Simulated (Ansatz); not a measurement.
**InP: energy against volume and a worked fit**

It takes space group F-43m (No. 216, cubic). The conventional cell has a = 5.861 Å, b = 5.861 Å, c = 5.861 Å, α = 90.00°, β = 90.00°, γ = 90.00°. Around In (site symmetry -43m) lie 4 P at 2.54 Å. P (site symmetry -43m) has 4 In at 2.54 Å as nearest neighbours.

The cell was scaled at fixed shape and fractions and run with Ansatz, Ansatz PAW, cutoff 420 eV; RPBE+D4, k mesh 8 × 8 × 8 on the cell of 2 atoms, fermi-dirac occupations of 0.05 eV, no spin polarisation, no spin-orbit coupling. The potentials were made for PBE. Energies are those that the program minimises, any entropy of the smearing included.

```tsv
V (Å³/atom)	energy over the lowest row (meV/atom)
23.6566	30.50
24.1600	15.38
24.6633	?
25.1666	0.67
25.6700	0.00
26.1733	3.17
26.6766	9.79
```

Problem. Fit the third-order Birch-Murnaghan form, give V0, B0 and B′, and predict the energy left open.

Solution. With y = (V0/V)^(2/3), E = E0 + (9 V0 B0/16) [(y - 1)³ B′ + (y - 1)² (6 - 4y)]. Least squares through the rows shown give V0 = 25.4997 Å³/atom, E0 = -0.23 meV, B0 = 64.26 GPa (1 eV/Å³ = 160.218 GPa) and B′ = 4.59, with a largest miss of 0.01 meV. At V = 24.6633 the form with these constants gives 5.62 meV; the run gave 5.62 meV an atom. Measured volume: 25.26 Å³/atom (pmc:5775340, doi:10.1038/s41598-018-19679-2), so the fit lies +0.9 % from it. The runs are for a static lattice.
